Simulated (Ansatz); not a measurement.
**Ga: response to strain**

Aim: deform Ga (equal xy, yz and zx engineering shear strains of +2 %) and compute stress, forces and field gradients with LAPW, PAW and all-electron datasets made for the crystal.

Computed with Ansatz 0.2.0 (DFT PBEsol, scalar-relativistic, unless a step's input says otherwise).

### Step 1. The system as given

It takes space group I4/mmm (No. 139, tetragonal). The conventional cell has a = 2.808 Å, b = 2.808 Å, c = 4.458 Å, α = 90.00°, β = 90.00°, γ = 90.00°. Ga (site symmetry 4/mmm) has 12 Ga at 2.81 to 2.99 Å as nearest neighbours.

Coordinates:

```
Ga
1.0
    -1.40400    1.40400    2.22900
     1.40400   -1.40400    2.22900
     1.40400    1.40400   -2.22900
Ga
1
Direct
  0.00000 0.00000 0.00000
```

### Step 2. The deformed structure

Space group I4/mmm before, C2/m after.

### Step 3. Full-potential LAPW

input.yaml

```yaml
crystal:
  lattice:
    - [-1.36767, 1.41225, 2.229]
    - [1.41225, -1.36767, 2.229]
    - [1.39575, 1.39575, -2.20092]
  atoms:
    - { symbol: Ga, position: [0.0, 0.0, 0.0] }
kpoints:
  mp_grid: { grid: [16, 16, 16] }
  band_path:
    path:
      - [0.0, 0.0, 0.0]
      - [0.5, 0.5, -0.5]
      - [0.7957990378, 0.2042009622, -0.5]
      - [0.2042009622, -0.2042009622, -0.5]
      - [0.0, 0.0, -0.5]
      - [0.0, 0.0, 0.0]
      - [0.5, -0.5, 0.0]
      - [0.5, 0.0, -0.5]
      - [0.0, 0.0, 0.0]
    npoints: 5
scf:
  occupations: { method: fermi_dirac, width: 0.03 }
hamiltonian:
  xc: pbesol
  pseudopotentials: { kind: all_electron, lapw: { basis_error: 0.001 } }
output:
  forces: true
  stress: true
  eigenvalues: true
```

Launch:

```console
ansatz run input.yaml --threads 1 --pin off --max-ram 3072MiB --backend cpu --events-out ev --progress --plain --runs-dir out
```

### Step 4. Frozen-core PAW

input.yaml

```yaml
crystal:
  lattice:
    - [-1.36767, 1.41225, 2.229]
    - [1.41225, -1.36767, 2.229]
    - [1.39575, 1.39575, -2.20092]
  atoms:
    - { symbol: Ga, position: [0.0, 0.0, 0.0] }
kpoints:
  mp_grid: { grid: [16, 16, 16] }
scf:
  occupations: { method: fermi_dirac, width: 0.03 }
hamiltonian:
  xc: pbesol
  pseudopotentials: { kind: paw }
output:
  forces: true
  stress: true
  eigenvalues: true
  efg: { contact_densities: true }
  write_density: true
  write_potential: true
  elf: true
  volumetric_format: npy
```

### Step 5. Datasets made for this crystal

Edit input.yaml of step 4 so:

```diff
@@ -13,3 +13,3 @@
   xc: pbesol
-  pseudopotentials: { kind: paw }
+  pseudopotentials: { kind: all_electron, datasets: crystal }
 output:
@@ -19,5 +19 @@
   efg: { contact_densities: true }
-  write_density: true
-  write_potential: true
-  elf: true
-  volumetric_format: npy
```

(Steps that only read results are left out.)

Before running it: what results should come out? Wanted: pressure; largest shear or deviatoric stress.

As calculated:

```
                                 quantity                                           value
                                 pressure  LAPW 0.65, PAW 0.61, crystal datasets 0.65 GPa
largest shear or deviatoric stress (LAPW)                                        0.70 GPa
```

**Reading.** The largest part of the stress beyond the pressure is 0.70 GPa in size, in the xy component. No run of the undeformed cell stands beside it, so the pressure holds what the given cell had before the change. PAW: stress within 0.04 GPa of LAPW. Crystal datasets: stress within 0.01 GPa of LAPW.
